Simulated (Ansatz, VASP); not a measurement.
Two plane-wave programs on Rh

```
Rh
1.0
     2.72717    0.00000    0.00000
    -1.36358    2.36180    0.00000
     0.00000    0.00000    8.91385
Rh
4
Direct
  0.00000 0.00000 0.00000
  0.33333 0.66667 0.25000
  0.00000 0.00000 0.50000
  0.66667 0.33333 0.75000
```

This isn't the form of Rh at room conditions, which is fcc.

Alike in both runs: task single point; functional LDA; k mesh 10 × 10 × 3; occupations fermi-dirac, width 0.15 eV; no spin polarisation.

|  | VASP | Ansatz |
| --- | --- | --- |
| version | VASP 6.6.1 | Ansatz 0.2.0 |
| potentials or method | VASP PAW LDA potentials, release 64 (Rh_pv) | plane waves, PAW |
| plane-wave cutoff (eV) | 520 | 500 |
| valence electrons in the cell | 60 | 68 |

```csv
,VASP,Ansatz,Ansatz less VASP
pressure (GPa),-19.1,-19.8,-0.70
largest component of the traceless stress (GPa),0.17,0.16,-0.001
```

The two sets of potentials don't hold the same shells in valence.

Caveats: so large a pressure means that the cell lies far from this level's equilibrium, or that cutoff or potentials fall short (VASP).
